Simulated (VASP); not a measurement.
H4C: single point with PBE+D3(BJ)

Crystal: H4C.

```
C H
1.0
     7.95811    0.00000    0.00000
     0.00000    7.95811    0.00000
     0.00000    0.00000    7.95811
C H
8 32
Direct
  0.01123 0.45768 0.16318
  0.05794 0.00437 0.72896
  0.62093 0.39876 0.77766
  0.21560 0.10312 0.12162
  0.69701 0.16790 0.28214
  0.35040 0.68398 0.50895
  0.20824 0.29221 0.54582
  0.62185 0.98129 0.92370
  0.87793 0.45257 0.13232
  0.08506 0.44927 0.04817
  0.04305 0.35307 0.24560
  0.03889 0.57583 0.22664
  0.11600 0.10492 0.80153
  0.93811 0.04763 0.67878
  0.03706 0.89589 0.80985
  0.14059 0.96905 0.62566
  0.68604 0.33982 0.88270
  0.49675 0.43983 0.81818
  0.60807 0.30852 0.67549
  0.69285 0.50689 0.73426
  0.12434 0.15489 0.03364
  0.25314 0.20004 0.21075
  0.32558 0.05933 0.05280
  0.15934 0.99821 0.18927
  0.77788 0.27791 0.27182
  0.66801 0.14477 0.41395
  0.76127 0.05893 0.22974
  0.58087 0.18998 0.21305
  0.44250 0.59108 0.54940
  0.40596 0.76468 0.41330
  0.31213 0.76000 0.61621
  0.24102 0.62015 0.45689
  0.24219 0.17656 0.48084
  0.27987 0.39659 0.49366
  0.23649 0.27960 0.67920
  0.07439 0.31608 0.52958
  0.51706 0.92696 0.85432
  0.68121 0.88434 0.00004
  0.57580 0.08148 0.00488
  0.71335 0.03238 0.83558
```

The cell was built by a generator and needn't be a form met in nature.

```
Program                : VASP 6.6.1
Task                   : single point
Functional             : PBE
Dispersion             : D3(BJ)
Potentials or basis    : VASP PAW PBE potentials, release 64 (C, H)
Cutoff                 : 520 eV
k mesh                 : 1 × 1 × 1
Occupations            : fermi-dirac, width 0.02 eV
Spin                   : no spin polarisation
Dipole correction      : no
Further INCAR settings : LREAL = Auto; ALGO = Fast; EDIFF = 1e-06; NBANDS = 58
```

- Pressure: 1.3 GPa
- Largest force: 0.335 eV/Å
- Band gap on the k mesh: 6.90 eV, direct
- Dispersion energy per atom: -0.027 eV

Forces on the atoms (eV/Å):
```
C   -0.011  0.163  0.028
C   -0.070 -0.224  0.094
C    0.073  0.048  0.033
C    0.114 -0.011 -0.030
C    0.030  0.080  0.236
C    0.081  0.206 -0.079
C    0.267  0.151 -0.134
C   -0.059 -0.040 -0.147
H   -0.132  0.095 -0.114
H    0.103  0.015 -0.158
H   -0.030  0.046  0.006
H    0.019  0.213  0.084
H   -0.063 -0.115 -0.039
H   -0.140  0.056 -0.110
H   -0.074 -0.185  0.141
H    0.022 -0.041 -0.063
H    0.094 -0.051  0.112
H   -0.176  0.054  0.061
H   -0.034 -0.125 -0.134
H    0.100  0.174 -0.064
H   -0.032  0.008  0.084
H    0.086  0.025  0.039
H    0.021 -0.097 -0.067
H   -0.087 -0.178  0.114
H   -0.017 -0.009  0.073
H   -0.059 -0.034  0.215
H    0.085 -0.091 -0.023
H   -0.116  0.064  0.076
H    0.117 -0.045  0.031
H    0.103  0.166 -0.148
H   -0.028  0.075  0.160
H   -0.110  0.122 -0.056
H    0.008 -0.096  0.016
H   -0.033 -0.199 -0.015
H    0.107  0.090  0.029
H   -0.191  0.014  0.002
H   -0.144 -0.119 -0.146
H    0.064 -0.152  0.110
H    0.027 -0.070 -0.148
H    0.088  0.015 -0.070
```

Stress tensor (GPa, compression positive):
```
 0.93  0.26 -0.13
 0.26  1.67 -0.10
-0.13 -0.10  1.28
```

Levels at points of the mesh, in eV from the valence-band top:
| k point | band 28 | band 29 | band 30 | band 31 | band 32 | band 33 | band 34 | band 35 | band 36 | band 37 |
| --- | --- | --- | --- | --- | --- | --- | --- | --- | --- | --- |
| (0.00, 0.00, 0.00) | -0.49 | -0.39 | -0.36 | -0.20 | 0.00 | 6.90 | 8.85 | 8.87 | 9.03 | 9.14 |

Wall time 68 s on 1 thread of Intel(R) Xeon(R) Platinum 8488C (Sapphire Rapids), on a shared host, peak memory 0.42 GiB.

Expect the measured gap to be larger: semilocal functionals such as PBE lack the derivative discontinuity.
